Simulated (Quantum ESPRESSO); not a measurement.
# BAs (F-43m) in Quantum ESPRESSO: a series of runs

One crystal, BAs, is run at these levels: BLYP, AM05; tasks: dielectric tensor.

Everything below comes from runs of Quantum ESPRESSO 7.5. Logs are shortened: lines on timing, memory, paths and dates and some standing lists are left out, and cuts for length are marked.

**1. The structure**

It takes space group F-43m (No. 216, cubic). The conventional cell has a = 4.777 Å, b = 4.777 Å, c = 4.777 Å, α = 90.00°, β = 90.00°, γ = 90.00°. Around As (site symmetry -43m) lie 4 B at 2.07 Å. B (site symmetry -43m) is surrounded by 4 As at 2.07 Å.

**2. Dielectric tensor, BLYP**

Input file pw.in:

```
&CONTROL
  calculation = 'scf'
  prefix = 'pwscf'
  outdir = './tmp'
  pseudo_dir = './pseudo'
  tprnfor = .true.
  tstress = .true.
  disk_io = 'low'
/
&SYSTEM
  ibrav = 0
  nat = 2
  ntyp = 2
  ecutwfc = 45
  ecutrho = 360
  nbnd = 9
  input_dft = 'blyp'
  occupations = 'smearing'
  smearing = 'fd'
  degauss = 0.00367493
/
&ELECTRONS
  conv_thr = 4d-10
  electron_maxstep = 120
  mixing_beta = 0.5
/
ATOMIC_SPECIES
As    74.9216 as_pbe_v1.uspp.F.UPF
B     10.8100 b_pbe_v1.4.uspp.F.UPF
CELL_PARAMETERS angstrom
   0.0000000000    2.3885000000    2.3885000000
   2.3885000000    0.0000000000    2.3885000000
   2.3885000000    2.3885000000    0.0000000000
ATOMIC_POSITIONS angstrom
As     3.5827500000    3.5827500000    3.5827500000
B      0.0000000000    0.0000000000    0.0000000000
K_POINTS automatic
8 8 8 1 1 1
```

Input file scf2.in:

```
&CONTROL
  calculation = 'scf'
  prefix = 'pwscf'
  outdir = './tmp'
  pseudo_dir = './pseudo'
  tprnfor = .true.
  tstress = .true.
  disk_io = 'low'
/
&SYSTEM
  ibrav = 0
  nat = 2
  ntyp = 2
  ecutwfc = 45
  ecutrho = 360
  nbnd = 9
  input_dft = 'blyp'
  occupations = 'fixed'
/
&ELECTRONS
  conv_thr = 1d-13
  electron_maxstep = 120
  mixing_beta = 0.5
  startingpot = 'file'
  startingwfc = 'file'
/
ATOMIC_SPECIES
As    74.9216 as_pbe_v1.uspp.F.UPF
B     10.8100 b_pbe_v1.4.uspp.F.UPF
CELL_PARAMETERS angstrom
   0.0000000000    2.3885000000    2.3885000000
   2.3885000000    0.0000000000    2.3885000000
   2.3885000000    2.3885000000    0.0000000000
ATOMIC_POSITIONS angstrom
As     3.5827500000    3.5827500000    3.5827500000
B      0.0000000000    0.0000000000    0.0000000000
K_POINTS automatic
8 8 8 1 1 1
```

Input file ph.in:

```
dielectric of BAs
&INPUTPH
  prefix = 'pwscf'
  outdir = './tmp'
  tr2_ph = 1d-18
  fildyn = 'dyn'
  niter_ph = 90
  alpha_mix(1) = 0.7
  epsil = .true.
  trans = .false.
  zeu = .true.
/
0.0000000000 0.0000000000 0.0000000000
```

Potentials or basis: GBRV 1.5 PBE.

Run with:

```bash
> OMP_NUM_THREADS=1 pw.x -in pw.in > pw.out
> OMP_NUM_THREADS=1 pw.x -in scf2.in > scf2.out
> OMP_NUM_THREADS=1 ph.x -in ph.in > ph.out
```

pw.out:

```text
This program is part of the open-source Quantum ESPRESSO suite
     for quantum simulation of materials; please cite
         "P. Giannozzi et al., J. Phys.:Condens. Matter 21 395502 (2009);
         "P. Giannozzi et al., J. Phys.:Condens. Matter 29 465901 (2017);
         "P. Giannozzi et al., J. Chem. Phys. 152 154105 (2020);
     in publications or presentations arising from this work. More details at

     IMPORTANT: XC functional enforced from input :
     Exchange-correlation= BLYP
                           (   1   3   1   3   0   0   0)
     Any further DFT definition will be discarded
     Please, verify this is what you really want

     Message from routine setup:
     using ibrav=0 with symmetry is DISCOURAGED, use correct ibrav instead

     G-vector sticks info
     --------------------
     sticks:   dense  smooth     PW     G-vecs:    dense   smooth      PW
     Sum        1015     511    163                21187     7583    1411

     Using Slab Decomposition

     bravais-lattice index     =            0
     lattice parameter (alat)  =       6.3832  a.u.
     unit-cell volume          =     183.9087 (a.u.)^3
     number of atoms/cell      =            2
     number of atomic types    =            2
     number of electrons       =         8.00
     number of Kohn-Sham states=            9
     kinetic-energy cutoff     =      45.0000  Ry
     charge density cutoff     =     360.0000  Ry
     scf convergence threshold =      4.0E-10
     mixing beta               =       0.5000
     number of iterations used =            8  plain     mixing
     Exchange-correlation= BLYP
                           (   1   3   1   3   0   0   0)

     celldm(1)=   6.383210  celldm(2)=   0.000000  celldm(3)=   0.000000
     celldm(4)=   0.000000  celldm(5)=   0.000000  celldm(6)=   0.000000

     crystal axes: (cart. coord. in units of alat)
               a(1) = (   0.000000   0.707107   0.707107 )
               a(2) = (   0.707107   0.000000   0.707107 )
               a(3) = (   0.707107   0.707107   0.000000 )

     reciprocal axes: (cart. coord. in units 2 pi/alat)
               b(1) = ( -0.707107  0.707107  0.707107 )
               b(2) = (  0.707107 -0.707107  0.707107 )
               b(3) = (  0.707107  0.707107 -0.707107 )

     PseudoPot. # 1 for As read from file:
     as_pbe_v1.uspp.F.UPF
     Pseudo is Ultrasoft + core correction, Zval =  5.0
     Generated by new atomic code, or converted to UPF format
     Using radial grid of  875 points,  6 beta functions with:
                l(1) =   0
                l(2) =   0
                l(3) =   1
                l(4) =   1
                l(5) =   2
                l(6) =   2
     Q(r) pseudized with  8 coefficients,  rinner =    1.300   1.300   1.300
                                                       1.300   1.300

     PseudoPot. # 2 for B  read from file:
     b_pbe_v1.4.uspp.F.UPF
     Pseudo is Ultrasoft + core correction, Zval =  3.0
     Generated by new atomic code, or converted to UPF format
     Using radial grid of  781 points,  4 beta functions with:
                l(1) =   0
                l(2) =   0
                l(3) =   1
                l(4) =   1
     Q(r) pseudized with  8 coefficients,  rinner =    1.100   1.100   1.100

     atomic species   valence    mass     pseudopotential
     As                5.00    74.92160     As( 1.00)
     B                 3.00    10.81000     B ( 1.00)

     24 Sym. Ops. (no inversion) found

   Cartesian axes

     site n.     atom                  positions (alat units)
         1        As     tau(   1) = (   1.0606602   1.0606602   1.0606602  )
         2        B      tau(   2) = (   0.0000000   0.0000000   0.0000000  )

     number of k points=    60  Fermi-Dirac smearing, width (Ry)=  0.0037
                       cart. coord. in units 2pi/alat
        k(    1) = (   0.0441942   0.0441942   0.0441942), wk =   0.0078125
        k(    2) = (   0.1325825   0.1325825  -0.0441942), wk =   0.0234375
        k(    3) = (   0.2209709   0.2209709  -0.1325825), wk =   0.0234375
        k(    4) = (   0.3093592   0.3093592  -0.2209709), wk =   0.0234375
        k(    5) = (  -0.3093592  -0.3093592   0.3977476), wk =   0.0234375
        k(    6) = (  -0.2209709  -0.2209709   0.3093592), wk =   0.0234375
[... 52 lines left out ...]
        k(   59) = (   0.3093592   0.3093592   0.3093592), wk =   0.0078125
        k(   60) = (  -0.3093592  -0.3093592   0.9280777), wk =   0.0234375

     Dense  grid:    21187 G-vectors     FFT dimensions: (  40,  40,  40)

     Smooth grid:     7583 G-vectors     FFT dimensions: (  27,  27,  27)

     Initial potential from superposition of free atoms

     starting charge       7.9995, renormalised to       8.0000
     Starting wfcs are    8 randomized atomic wfcs +    1 random wfcs

     Self-consistent Calculation

     iteration #  1     ecut=    45.00 Ry     beta= 0.50
     Davidson diagonalization with overlap
     ethr =  1.00E-02,  avg # of iterations =  4.8

     total energy              =     -46.47330803 Ry
     estimated scf accuracy    <       0.16752567 Ry

     iteration #  2     ecut=    45.00 Ry     beta= 0.50
     Davidson diagonalization with overlap
     ethr =  2.09E-03,  avg # of iterations =  1.0
[... 36 lines left out ...]
     total energy              =     -46.50369195 Ry
     estimated scf accuracy    <          4.7E-09 Ry

     iteration #  8     ecut=    45.00 Ry     beta= 0.50
     Davidson diagonalization with overlap
     ethr =  5.91E-11,  avg # of iterations =  4.1

     End of self-consistent calculation

          k = 0.0442 0.0442 0.0442 (   941 PWs)   bands (ev):

    -6.2233   8.4117   8.9080   8.9080  12.5328  12.5792  12.5792  14.1052
    19.3470

          k = 0.1326 0.1326-0.0442 (   925 PWs)   bands (ev):

    -5.8874   6.5719   7.8083   8.7048  12.6952  12.9025  13.4854  15.4845
    20.4392
[... 118 lines left out ...]
    -3.5570   0.8687   6.2414   6.9963  12.5378  13.8128  14.7213  18.2479
    21.2483

          k =-0.6629 0.0442 0.0442 (   950 PWs)   bands (ev):

    -2.3036   0.7814   4.8156   5.0919  10.7072  11.1759  20.1230  20.1268
    21.8825

          k =-0.5745 0.1326-0.0442 (   939 PWs)   bands (ev):

    -2.8941   1.6092   4.5351   5.1858  11.2704  12.4937  18.1307  19.3195
    21.5314

          k =-0.4861 0.2210-0.1326 (   937 PWs)   bands (ev):

    -3.3783   1.6459   4.8044   6.0048  12.1354  15.0178  15.8188  17.1950
    21.1045

          k =-0.4861 0.0442 0.0442 (   941 PWs)   bands (ev):

    -3.8135   2.8448   5.4034   5.6071  10.7052  12.4471  18.1649  18.2796
    20.9861

          k =-0.3977 0.1326-0.0442 (   939 PWs)   bands (ev):

    -4.4365   3.6053   5.5705   6.3780  11.6738  13.9677  15.9072  16.9318
    20.4872

          k =-0.3094 0.0442 0.0442 (   940 PWs)   bands (ev):

    -5.2242   5.3345   6.7559   6.7953  11.2986  14.3334  15.6827  15.7485
    19.3420

          k = 0.1326 0.1326 0.1326 (   920 PWs)   bands (ev):
[... 131 lines left out ...]
    -3.7072   0.7421   7.2858   7.2858  11.8471  13.9795  13.9795  18.2585
    21.7596

          k =-0.3094-0.3094 0.9281 (   940 PWs)   bands (ev):

    -3.3134   0.6082   5.8858   6.9284  12.4873  14.1683  14.7048  18.4947
    21.4292

     the Fermi energy is     9.7482 ev

!    total energy              =     -46.50369195 Ry
     estimated scf accuracy    <          7.5E-11 Ry
     smearing contrib. (-TS)   =      -0.00000000 Ry
     internal energy E=F+TS    =     -46.50369195 Ry

     The total energy is F=E-TS. E is the sum of the following terms:
     one-electron contribution =       6.61154413 Ry
     hartree contribution      =       1.30846862 Ry
     xc contribution           =     -34.49028602 Ry
     ewald contribution        =     -19.93341868 Ry

     convergence has been achieved in   8 iterations

     Forces acting on atoms (cartesian axes, Ry/au):

     atom    1 type  1   force =     0.00000000    0.00000000   -0.00000000
     atom    2 type  2   force =     0.00000000    0.00000000   -0.00000000

     Total force =     0.000000     Total SCF correction =     0.000000

     Computing stress (Cartesian axis) and pressure

          total   stress  (Ry/bohr**3)                   (kbar)     P=       92.30
   0.00062746  -0.00000000  -0.00000000           92.30       -0.00       -0.00
  -0.00000000   0.00062746  -0.00000000           -0.00       92.30       -0.00
  -0.00000000  -0.00000000   0.00062746           -0.00       -0.00       92.30

=------------------------------------------------------------------------------=
   JOB DONE.
=------------------------------------------------------------------------------=
```

It took 2.9 min on 1 thread of Intel Xeon at 2.50GHz (Skylake/Cascade Lake), shared host; peak memory 0.12 GiB.

What came out:

- Free energy: -632.7150 eV
- Pressure: 9.2 GPa
- Electronic dielectric tensor (diagonal): 9.47
- Born charges (mean of the diagonal): As +0.45; B -0.45 e

Levels at points of the mesh, in eV from the valence-band top:
| k point | band 1 | band 2 | band 3 | band 4 | band 5 | band 6 | band 7 | band 8 | band 9 |
| --- | --- | --- | --- | --- | --- | --- | --- | --- | --- |
| (0.06, 0.06, 0.06) | -15.13 | -0.50 | 0.00 | 0.00 | 3.62 | 3.67 | 3.67 | 5.20 | 10.44 |

Electronic dielectric tensor:
```
9.47 0.00 0.00
0.00 9.47 0.00
0.00 0.00 9.47
```

Born effective charge tensors (e):
atom 1, As
```
0.45 0.00 0.00
0.00 0.45 0.00
0.00 0.00 0.45
```
atom 2, B
```
-0.45  0.00  0.00
 0.00 -0.45  0.00
 0.00  0.00 -0.45
```

Caveat: the potentials were made for another functional, which shifts forces and pressure; the cell is more than 3 GPa from zero pressure, which shifts response properties.

(Continued in part 2 of 2.)
